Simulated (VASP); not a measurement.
Set up this calculation in VASP 6.6.1, as the native input.

```
Task                   : relaxation of cell and atoms
Functional             : PBEsol
Potentials or basis    : VASP PAW PBE potentials, release 64 (Fe)
Cutoff                 : 600 eV
k mesh                 : 10 × 10 × 10
Occupations            : fermi-dirac, width 0.05 eV
Spin                   : collinear spin, ferromagnetic start
Starting moments       : [3.0] μB
Target pressure        : 5 GPa
Further INCAR settings : ALGO = Normal; EDIFF = 1e-07; IBRION = 2; EDIFFG = -0.005; NSW = 60; ISIF = 3
Target pressure        : 5 GPa
```

The structure of Fe lies in POSCAR:

```
Fe
1.0
   -1.4430000000      1.4430000000      1.4430000000
    1.4430000000     -1.4430000000      1.4430000000
    1.4430000000      1.4430000000     -1.4430000000
Fe
1
Direct
    0.0000000000      0.0000000000      0.0000000000
```

One way to write it, as run:

INCAR

```
SYSTEM = Fe
  PREC = Accurate
  ENCUT = 600
  EDIFF = 1E-7
  ISMEAR = -1
  SIGMA = 0.05
  LREAL = .False.
  LASPH = .True.
  NELM = 150
  ALGO = Normal
  ISIF = 3
  LWAVE = .False.
  LCHARG = .False.
  ISPIN = 2
  MAGMOM = 3
  LORBIT = 11
  LMAXMIX = 4
  GGA = PS
  IBRION = 2
  NSW = 60
  EDIFFG = -0.005
  PSTRESS = 50
```

KPOINTS

```
Automatic mesh
0
Gamma
  10 10 10
  0 0 0
```

Potentials or basis: VASP PAW PBE potentials, release 64 (Fe).

Launch:

```sh
$ cat potpaw_PBE.64/Fe/POTCAR > POTCAR
$ mpirun -np 1 vasp_std > vasp.out
```

Results of the run:

| Property | Result |
| --- | --- |
| Relaxed volume | 10.62 Å³/atom |
| Relaxed cell | a = 2.398 Å, b = 2.398 Å, c = 2.398 Å, α = 109.47°, β = 109.47°, γ = 109.47° |
| Space group after relaxing (to 0.05 Å) | Im-3m (No. 229) |
| Energy change on relaxing (the enthalpy is what falls) | -78.8 meV/atom |
| Ionic steps | 6 |
| Pressure after relaxing | 5.0 GPa |
| Band gap on the k mesh | none (metal or under the smearing width) |
| Net moment | 2.11 μB per cell |
| Site moments | Fe +2.09 μB |
| Valence electrons inside the program's atomic spheres | Fe 7.42 |

Caveat: the cell is relaxed towards a set pressure, so the enthalpy falls and the energy may rise; the PAW data sets were made with another functional, which shifts forces and pressure a little.

Wall time 27 s on 1 thread of AMD EPYC 9R45 96-Core Processor (Zen 5), with other jobs on the host, peak memory 0.11 GiB.
